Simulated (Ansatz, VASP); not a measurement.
**SnO2: VASP beside Ansatz**

```
Sn O
1.0
     1.61709    0.93363    4.80059
    -1.61709    0.93363    4.80059
     0.00000   -1.86726    4.80059
Sn O
1 2
Direct
  0.49273 0.49702 0.51013
  0.22631 0.23060 0.24371
  0.75915 0.76343 0.77655
```

Measurements of this composition are mostly on another form, of space group No. 136.

Alike in both runs: functional LDA; k mesh 5 × 5 × 5; no spin polarisation.

Ansatz relaxed the structure, and its values are those at the end. VASP's run is a single point on that final structure, the one shown.

|  | VASP | Ansatz |
| --- | --- | --- |
| version | VASP 6.6.1 | Ansatz 0.2.0 |
| potentials or method | VASP PAW LDA potentials, release 64 (Sn_d, O) | plane waves, PAW |
| plane-wave cutoff (eV) | 520 | 470 |
| occupations | gaussian, width 0.01 eV | fixed |
| valence electrons in the cell | 26 | 26 |

```csv
,VASP,Ansatz,Ansatz less VASP
gap on the k mesh at the Fermi level (eV),1.88,1.88,0.000
rms of the force components (eV/Å),0.028,0.001,-0.0267
```

Caveats: the k mesh is coarse (spacing up to 0.46 Å⁻¹), so the values aren't converged; spin-orbit coupling is left out, which moves the levels of the heavy elements; an odd mesh through Γ misses points on the zone boundary, where band edges often lie.
